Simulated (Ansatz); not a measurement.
**ZnSe: strong compression**

An exercise on one series of results from a longer session: the logs are not shown, and one member is left open.

Computed with Ansatz 0.2.0 (DFT PBEsol, with the methods named in each step, unless a step's input says otherwise).

### The starting structure

It takes space group Fm-3m (No. 225, cubic). The conventional cell has a = 4.988 Å, b = 4.988 Å, c = 4.988 Å, α = 90.00°, β = 90.00°, γ = 90.00°. Around Zn (site symmetry m-3m) lie 6 Se at 2.49 Å. Se (site symmetry m-3m) has 6 Zn at 2.49 Å as nearest neighbours.

As a file:

```xyz
2
Lattice="0.0000 2.4940 2.4940 2.4940 0.0000 2.4940 2.4940 2.4940 0.0000" Properties=species:S:1:pos:R:3 pbc="T T T"
Zn    0.0000    0.0000    0.0000
Se    2.4940    2.4940    2.4940
```

Whether this phase is the stable one at these pressures isn't tested.

Atoms are numbered in the order of the input: Zn1, Se2.

Set-up of the first run:

File input.yaml:

```yaml
crystal:
  lattice:
    - [0.0, 2.4940015978, 2.4940015978]
    - [2.4940015978, 0.0, 2.4940015978]
    - [2.4940015978, 2.4940015978, 0.0]
  atoms:
    - { symbol: Zn, position: [0.0, 0.0, 0.0] }
    - { symbol: Se, position: [0.5, 0.5, 0.5] }
kpoints:
  mp_grid: { grid: [15, 15, 15] }
scf:
  occupations: { method: fermi_dirac, width: 0.05 }
hamiltonian:
  xc: pbesol
  pseudopotentials: { kind: paw }
output:
  forces: true
  stress: true
relax:
  f_tol: 0.005
  max_steps: 40
  cell: {}
```

Run with:

```sh
> ansatz run input.yaml --threads 1 --pin off --max-ram 2048MiB --backend cpu --events-out ev --progress --plain --runs-dir out
```

Steps of the session up to this table: Cell relaxed at zero pressure, PAW; Volume scaled by 1, PAW; Volume scaled by 1, PAW (level accurate); Volume scaled by 0.94, PAW; Volume scaled by 0.88, PAW; Volume scaled by 0.8, PAW; Volume scaled by 0.72, PAW; Volume scaled by 0.64, PAW; Volume scaled by 0.55, PAW; Volume scaled by 0.55, PAW (partial_waves polarizable).

One of the session's tables, all rows but one given; the rest of the session is left out.

| method | volume over the first | volume (Å³/atom) | pressure (GPa) |
| --- | --- | --- | --- |
| PAW | 1 | 18.301 | 0.00 |
| PAW | 0.94 | 17.203 | 5.86 |
| PAW | 0.88 | 16.105 | 14.08 |
| PAW | 0.8 | 14.641 | 30.55 |
| PAW | 0.72 | 13.177 | 57.23 |
| PAW | 0.64 | 11.713 | 101.75 |
| PAW | 0.55 | 10.066 | 192.49 |
| PAW (level accurate) | 1 | ? | ? |
| PAW (partial_waves polarizable) | 0.55 | 10.066 | 192.49 |

**Question.** Estimate the row for PAW (level accurate), 1.

As computed: volume (Å³/atom): 18.301; pressure (GPa): 0.02.
